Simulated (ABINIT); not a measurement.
The system is Si2W.

```xyz
3
Lattice="-1.6069 1.6069 3.9150 1.6069 -1.6069 3.9150 1.6069 1.6069 -3.9150" Properties=species:S:1:pos:R:3 pbc="T T T"
W     0.0000    0.0000    0.0000
Si    0.0000    0.0000    5.2092
Si    0.0000    0.0000    2.6207
```

```yaml
Program: ABINIT 10.8.3 (patched build)
Task: relaxation of cell and atoms
Functional: LDA
Potentials_or_basis: PseudoDojo NC SR LDA v0.4.1 standard
Cutoff: 952 eV
k_mesh: 9 × 9 × 9
Occupations: fermi-dirac, width 0.05 eV
Spin: no spin polarisation
```

At the start: pressure -6.2 GPa; volume 13.48 Å³/atom.

Task: How do energy, volume and symmetry change on relaxing?

Result: Over 8 steps the energy falls by 7.2 meV/atom and the volume is 13.12 Å³/atom (-2.7 %); space group I4/mmm (No. 139, to 0.05 Å).

Step by step:
```csv
step,energy change (eV),largest force (eV/Å),pressure (GPa),volume (Å³)
1,0.0000,0.0889,-6.22,40.44
2,-0.0197,0.0198,-1.92,39.67
3,-0.0216,0.0090,0.06,39.34
4,-0.0217,0.0064,0.00,39.35
5,-0.0217,0.0032,-0.01,39.35
6,-0.0217,0.0025,0.00,39.35
7,-0.0217,0.0006,0.00,39.35
8,-0.0217,0.0001,0.00,39.35
```

Final structure:
```
W Si
1.0
    -1.59201    1.59201    3.88114
     1.59201   -1.59201    3.88114
     1.59201    1.59201   -3.88114
W Si
1 2
Direct
  0.00000 0.00000 0.00000
  0.66520 0.66520 0.00000
  0.33480 0.33480 0.00000
```
